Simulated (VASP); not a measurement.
# Mo, RPA pressure from two volumes: which settings are enough?

Mo, Im-3m (no. 229), 1 atom in the cell. PBE, RPA total energies; PAW potentials Mo_sv_GW (PBE set). VASP 6.6.1.

Wanted: pressure from correlation alone within 0.3 GPa.

Long-wave limit: left out; k mesh of the exchange step: 8 × 8 × 8; Volumes (share of the given one): 0.97, 1.03.

## k mesh of the correlation step

| k mesh of the correlation step | Pressure from correlation alone (GPa) | Time (s) |
|---|---|---|
| 2x2x2 | -22.60 | 114 |
| 3x3x3 | 13.06 | 111 |
| 4x4x4 | 3.56 | 130 |
| 6x6x6 (reference) | 6.00 | 266 |

## Question

The rows run from the loosest to the tightest. For each series: choose the loosest value from which every tighter one stays within half of the tolerance.

## Answer

- k mesh of the correlation step: 6x6x6, the tightest run, since the next looser one is off by more than half of the tolerance (convergence isn't shown beyond it)

## The input

INCAR.step1:
```
ALGO = Normal
EDIFF = 1E-8
ENCUT = 350
GGA = PE
ISMEAR = 0
KPAR = 8
LASPH = True
LCHARG = False
LREAL = False
LWAVE = True
PREC = Accurate
SIGMA = 0.1
```

INCAR.step2:
```
AEXX = 1.0
AGGAC = 0.0
ALDAC = 0.0
ALGO = Eigenval
EDIFF = 1E-8
ENCUT = 350
GGA = PE
ISMEAR = 0
KPAR = 8
LASPH = True
LCHARG = False
LHFCALC = True
LREAL = False
LWAVE = False
NELM = 1
PREC = Accurate
PRECFOCK = Fast
SIGMA = 0.1
```

INCAR.step3:
```
ALGO = ACFDT
EDIFF = 1E-8
ENCUT = 350
GGA = PE
ISMEAR = 0
LASPH = True
LCHARG = False
LREAL = False
LWAVE = False
NOMEGA = 16
PREC = Accurate
PRECFOCK = Fast
SIGMA = 0.1
```

KPOINTS.step1:
```
k-points
0
Gamma
  8 8 8
```

KPOINTS.step3:
```
Automatic mesh
0
Gamma
  6 6 6
  0 0 0
```

POSCAR.step1:
```
Mo
1.0
   -1.5678098076      1.5678098076      1.5678098076
    1.5678098076     -1.5678098076      1.5678098076
    1.5678098076      1.5678098076     -1.5678098076
Mo
1
Direct
    0.0000000000      0.0000000000      0.0000000000
```

POSCAR.step4:
```
Mo
1.0
   -1.5994912687      1.5994912687      1.5994912687
    1.5994912687     -1.5994912687      1.5994912687
    1.5994912687      1.5994912687     -1.5994912687
Mo
1
Direct
    0.0000000000      0.0000000000      0.0000000000
```

Commands (each step's output is kept before the next begins):
```
cat potpaw_PBE.64/Mo_sv_GW/POTCAR > POTCAR
cp INCAR.step1 INCAR
cp KPOINTS.step1 KPOINTS
cp POSCAR.step1 POSCAR
mpirun -np 8 vasp_std > vasp.out
cp INCAR.step2 INCAR
mpirun -np 8 vasp_std > vasp.out
rm WAVECAR CHG
cp INCAR.step3 INCAR
cp KPOINTS.step3 KPOINTS
mpirun -np 8 vasp_std > vasp.out
rm WAVECAR CHG
cp INCAR.step1 INCAR
cp KPOINTS.step1 KPOINTS
cp POSCAR.step4 POSCAR
mpirun -np 8 vasp_std > vasp.out
cp INCAR.step2 INCAR
mpirun -np 8 vasp_std > vasp.out
rm WAVECAR CHG
cp INCAR.step3 INCAR
cp KPOINTS.step3 KPOINTS
mpirun -np 8 vasp_std > vasp.out
```

The chosen input took VASP 6.6.1 266 s on 8 cores (AMD EPYC 9R45 (Zen 5)), a shared host.
